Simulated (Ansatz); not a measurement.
InSe: largest V_zz and pressure against volume scale

Periodic Kohn-Sham DFT of a crystal at fixed atoms, scaled to volume_scale times the given cell; pressure positive in compression, energy less spherical unpolarised free atoms, largest_vzz the field gradient of largest size among the nuclei. The results are calculated, by Ansatz 0.2.0.

The cell before it is scaled or strained (space group R3m, No. 160):
```
cell vectors (Å)
   2.0000     1.1547     8.3167
  -2.0000     1.1547     8.3167
   0.0000    -2.3094     8.3167
atoms (fractions of the cell vectors)
In  0.00000  0.00000  0.00000
In  0.11220  0.11220  0.11220
Se  0.61550  0.61550  0.61550
Se  0.83000  0.83000  0.83000
```

Settings of every row: method frozen-core PAW; functional PBEsol; relativity scalar; k mesh 7x7x7; filling fermi-dirac; smearing width 0.01 eV; wave cutoff 420 eV; paw set soft_2.

Atom start moment: 0 on all atoms.

Limits: PAW files made with PBE; a layered crystal: even scaling strains the bonds within the layers, so this curve is stiffer than the crystal under pressure; field gradient without spin-orbit coupling on heavy atoms; small gap, it may come from the mesh.

| row | volume scale | V (Å³/atom) | largest V_zz (1e21 V/m^2) | pressure (GPa) |
| --- | --- | --- | --- | --- |
| 1 | 0.94 | 27.081 | -11.278 | 4.001 |
| 2 | 0.96 | 27.657 | -11.015 | 2.606 |
| 3 | 0.98 | 28.234 | ? | ? |
| 4 | 0.99 | 28.522 | -10.615 | 0.79 |
| 5 | 1 | 28.81 | -10.483 | 0.25 |
| 6 | 1.01 | 29.098 | -10.352 | -0.259 |
| 7 | 1.02 | 29.386 | -10.223 | -0.74 |
| 8 | 1.04 | 29.962 | -9.967 | -1.624 |
| 9 | 1.06 | 30.538 | -9.705 | -2.411 |

Question: what largest V_zz and pressure should row 3 give?

Worked fit of largest V_zz. Take t = volume scale − 1. The shown rows have t = -0.06, -0.04, -0.01, 0, 0.01, 0.02, 0.04, 0.06. Least squares give largest V_zz = −10.4843 + 13.107 × t − 2.37 × t² 1e21 V/m^2; a straight line predicts inner rows, each left out in turn, worse (root mean square 0.0045 against 0.0026 1e21 V/m^2). The rows lie off it by 0.001, -0.003, 0.001, 0.001, 0.001, 0.000, -0.003, 0.001. The withheld row has t = -0.02, so the fit gives −10.4843 + 13.107 × (-0.02) − 2.37 × (-0.02)² = -10.747 1e21 V/m^2.

The calculation gave -10.75 1e21 V/m^2. The fit lies 0.003 1e21 V/m^2 (0.19 % of the column's range) above it; its largest miss of a shown row is 0.003 1e21 V/m^2.

Worked fit of pressure. Take u = (V_r/V)^(2/3) − 1 with V_r = 28.954 Å³ an atom, which is twice the finite (Eulerian) strain; such expansions in the strain, on which the Birch-Murnaghan equation of state is built, carry the rest volume and the bulk modulus. The shown rows have u = 0.04559, 0.03102, 0.01007, 0.00333, -0.0033, -0.00982, -0.02256, -0.03489. Least squares give pressure = −0.0081 + 76.808 × u + 234.64 × u² + 207 × u³ GPa; a parabola predicts inner rows, each left out in turn, worse (root mean square 0.0032 against 0.00061 GPa). The rows lie off it by 0.000, 0.000, 0.001, 0.000, 0.000, 0.000, 0.000, 0.000. The pressure vanishes at u = 0.0001, or V = 28.95 Å³ an atom, and there the bulk modulus at fixed shape and fractions is B = −V dP/dV = (2/3)(1 + u) dP/du = 51.2 GPa. Letting shape and atoms relax would as a rule lower it, by much in layered, chain or molecular crystals. The withheld row has u = 0.01693, so the fit gives −0.0081 + 76.808 × (0.01693) + 234.64 × (0.01693)² + 207 × (0.01693)³ = 1.361 GPa.

The calculation gave 1.361 GPa. The fit meets it to the printed digit.
